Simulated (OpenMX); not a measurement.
Cl:

```
Cl
1.0
     3.14500   -2.25000    0.00000
     3.14500    2.25000    0.00000
     0.00000    0.00000    8.21000
Cl
4
Direct
  0.37000 0.63000 0.40000
  0.13000 0.87000 0.90000
  0.63000 0.37000 0.60000
  0.87000 0.13000 0.10000
```

Base run:

```yaml
Program: OpenMX 3.8.5
Functional: PBE
Potentials_or_basis: OpenMX 2013 PBE set, Cl7.0-s2p2d1, grid cutoff 300 Ry
k_mesh: 7 × 7 × 5
Occupations: fermi-dirac, width 0.05 eV
Spin: no spin polarisation
```

Its results: band gap on the k mesh 2.43 eV, indirect (least direct gap 2.45 eV); pressure 3.2 GPa; largest force 1.688 eV/Å.

The run is repeated on the same cell with these changes: potentials or basis from OpenMX 2013 PBE set, Cl7.0-s2p2d1, grid cutoff 300 Ry to OpenMX 2013 PBE set, Cl7.0-s2p2d1f1, grid cutoff 300 Ry. What comes out?

Band gap on the k mesh 2.54 eV, indirect (least direct gap 2.56 eV); pressure 2.0 GPa; largest force 1.009 eV/Å.

Caveats: the basis of atomic orbitals isn't converged, which shifts pressures, moduli and gaps; forces of over 1 eV/Å show positions far from the minimum, so gaps and moduli don't describe the material at rest.

Not every run made on this cell is shown here.
